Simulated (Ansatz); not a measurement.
An Ansatz input:

```yaml
crystal:
  lattice:
    - [0.0, 1.4829253056, 1.4829253056]
    - [1.4829253056, 0.0, 1.4829253056]
    - [1.4829253056, 1.4829253056, 0.0]
  atoms:
    - { symbol: B, position: [0.0, 0.0, 0.0] }
hamiltonian:
  xc: pbesol
  pseudopotentials:
    kind: paw
    azcp:
      B: "pseudopotentials/B.paw.azcp"
basis:
  ecutwfc: 420
  fft_grid_basis: typed
kpoints:
  mp_grid: { grid: [21, 21, 21], shift: [0, 0, 0] }
magnetization:
  spin_polarized: false
scf:
  occupations: { method: fermi_dirac, width: 0.1 }
  lower_state_search: "off"
output:
  stress: true
```

Output

```
Warning: the record states the generating functional pbe (its physics header spells it `PBE`), which answers neither for hamiltonian.xc's functional nor for the pbesol family's — results may be inconsistent (PPs are generated against a specific XC)
Engine: ansatz 0.2.0, aarch64-unknown-linux-gnu
Pseudopotentials: kind: paw
Pseudopotential: B, paw, valence charge 3, recommended cutoff 420 eV (normal) 
Functional definition: PBEsol
  exchange = pbesol_x
  correlation = pbesol_c
Crystal: 1 atoms, lattice volume = 6.522 Å³
Basis set: ecut = 420 eV, 137 PW (Γ)
Bands: 6, of which v1, the nominal top of the filled ones, is band 2 counted from 1 (1 counted from 0)
Symmetry: 48 space group operations
Space group: Fm-3m (ITA 225), of the structure as read, at distance tolerance 1.9e-5 Å
k-points: 286 of 9261
Non-local potential: B, projectors of the file, l = 0: 2, l = 1: 2, l = 2: 1
PAW form: soft (Blöchl's): semilocal exchange-correlation on the pseudo side does not see the compensation charge
PAW frozen core: B, regenerated for the run's functional, and the local potential with it (the file was generated under x = pbe(κ = 0.804, μ = 0.2195149727645171), c = pbe(β = 0.06672455060314922))
PAW one-centre angular grid: B, 110 points (default); XC on 64 Gauss nodes
Initial density: superposition of atomic densities (neutral atoms: chi_scale 0, normalization atom), corrected by the library's trained network
Initial wavefunctions: pseudopotential atomic-orbital guess
Functional: x = pbesol(κ = 0.804, μ = 0.12345679012345678), c = pbesol(β = 0.046)
SCF iter   1: F=—  HF=-151.323880 eV  |F-HF|=—  |Δ(HF+E_count)|=         —  Δρ=2.37e-3  dr2=1.30e-4  ethr=1.77e-3  ⟨swp⟩=4.5  Hψ=12737  notcnv=0
SCF iter   2: F=—  HF=-151.323828 eV  |F-HF|=—  |Δ(HF+E_count)|=   5.15e-5  Δρ=1.13e-3  dr2=2.87e-5  ethr=4.34e-6  ⟨swp⟩=1.1  Hψ=4023  notcnv=0
SCF iter   3: F=—  HF=-151.323829 eV  |F-HF|=—  |Δ(HF+E_count)|=   9.10e-7  Δρ=8.69e-5  dr2=2.63e-7  ethr=9.57e-7  ⟨swp⟩=1.0  Hψ=1620  notcnv=0
iter 4 did not close the SCF: its close was put off for the readings that it lacked (scf_convergence_deferred on its scf_iter line)
SCF iter   4: F=-151.323829 eV  HF=-151.323829 eV  |F-HF|=1.24e-8  |Δ(HF+E_count)|=   6.09e-8  Δρ=3.84e-5  dr2=4.97e-8  ethr=8.76e-9  ⟨swp⟩=1.2  Hψ=1676  notcnv=0
iter 5 did not close the SCF: its close was put off for the readings that it lacked (scf_convergence_deferred on its scf_iter line)
SCF iter   5: F=-151.323829 eV  HF=-151.323829 eV  |F-HF|=2.18e-11  |Δ(HF+E_count)|=   1.12e-8  Δρ=2.58e-6  dr2=2.36e-10  ethr=1.66e-9  ⟨swp⟩=1.0  Hψ=1618  notcnv=0
SCF iter   6: F=-151.323829 eV  HF=-151.323829 eV  |F-HF|=1.99e-11  |Δ(HF+E_count)|=  2.16e-11  Δρ=1.35e-6  dr2=7.50e-11  ethr=7.86e-12  ⟨swp⟩=1.1  Hψ=4126  notcnv=0
SCF 1 converged in 6 iterations: F = -151.323829 eV  dr2 = 7.50e-11
SCF converged after 6 iterations
Free energy (F): -151.323829 eV
Harris-Foulkes:  -151.323829 eV  (|F-HF|=1.99e-11)
Internal energy: -151.316720 eV  (E = F + TS)
E sigma→0 (E₀):  -151.320275 eV
Entropy (-TS):   -0.007109 eV (-7.109 meV/atom)
Fermi energy:    12.847849 eV
--- Per-component energies (eV) ---
  E_band       = 15.881424
  E_kinetic    = 46.112699
  E_local      = -2.057667  (includes V_loc(G=0)·N_el)
  E_nonlocal   = 11.220367
  E_hartree    = 0.312339
  E_xc         = -31.605626
  E_vxc        = -37.646770  (∫ρ·V_xc dr)
  E_paw        = -75.142699  (= ΣΔE_a)
  E_vpaw       = -2.371887  (= ΣTr[D̂ρ^β])
  E_aug_tail   = -0.000004  (compensation charges beyond the density's cutoff)
  E_ewald      = -100.170840
  E_core_change = 0.014711  (= ΣΔE_core)
  E_smearing   = -0.007109  (= −TS)
  E_closure    = 0.000000  (closes the sum)
  Σ components = -151.323829   (vs F -151.323829, Δ=0.00e0)
--- Stress (GPa, compression-positive) ---
      -25.523147      -0.000000       0.000000
        0.000000     -25.523147       0.000000
       -0.000000       0.000000     -25.523147
  P = ⅓ Tr σ = -25.5231 GPa (-255.231 kbar)
```
